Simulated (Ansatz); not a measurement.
## Calculated quadrupolar parameters for SiO2

The cell is a Materials Project structure (computed, not necessarily an observed phase), taken as it stands.

Space group R-3m:H (No. 166); a = 13.5970, c = 14.8360 Å, γ = 120.00°.

```
site  Wyckoff  site symmetry       x       y       z
  Si      36i              1  0.8953  0.5621  0.4376
 O13      18f             .2  0.9293  0.5959  0.3333
 O19      18h             .m  0.8018  0.9009  0.8789
 O25      18h             .m  0.7867  0.2133  0.4637
 O31      18g             .2  0.0000  0.3526  0.5000
```

One atom of each set is listed; the run and its k-mesh use a cell of 36 atoms with edges of 9.28, 9.28, 9.28 Å.

Method: Kohn–Sham DFT in Ansatz, PBE, plane waves and PAW, scalar-relativistic, 420 eV cutoff, Γ-centred 3×3×3 k-points, Fermi–Dirac smearing 0.02 eV.

Conventions: |V_zz| ≥ |V_yy| ≥ |V_xx|, η = (V_xx − V_yy)/V_zz, C_Q = eQV_zz/h.

¹⁷O: I = 5/2, Q = -25.58 mb. Q values from Pyykkö, Mol. Phys. 116, 1328 (2018).

| site | atoms | first shell | V_zz (10²¹ V/m²) | η | C_Q (MHz) |
| --- | --- | --- | --- | --- | --- |
| Si | 12 | 4 O at 1.61–1.62 Å | -0.92 | 0.95 | – |
| O13 | 6 | 2 Si at 1.61 Å, angle 147° | 9.29 | 0.16 | -5.75 |
| O19 | 6 | 2 Si at 1.62 Å, angle 149° | 9.31 | 0.10 | -5.76 |
| O25 | 6 | 2 Si at 1.61 Å, angle 151° | 9.60 | 0.14 | -5.94 |
| O31 | 6 | 2 Si at 1.61 Å, angle 148° | 9.52 | 0.13 | -5.89 |

At O13, O19, O25 and O31 V_zz runs parallel to the line that joins its two neighbours (within 1°) in each case.

Si has no stable isotope with a ground-state quadrupole moment in the table, so no C_Q is given.

The largest force is 0.3 eV/Å, so the atoms aren't at the calculated equilibrium and relaxing them would move these values. Where η is near 1 the sign of V_zz means little.
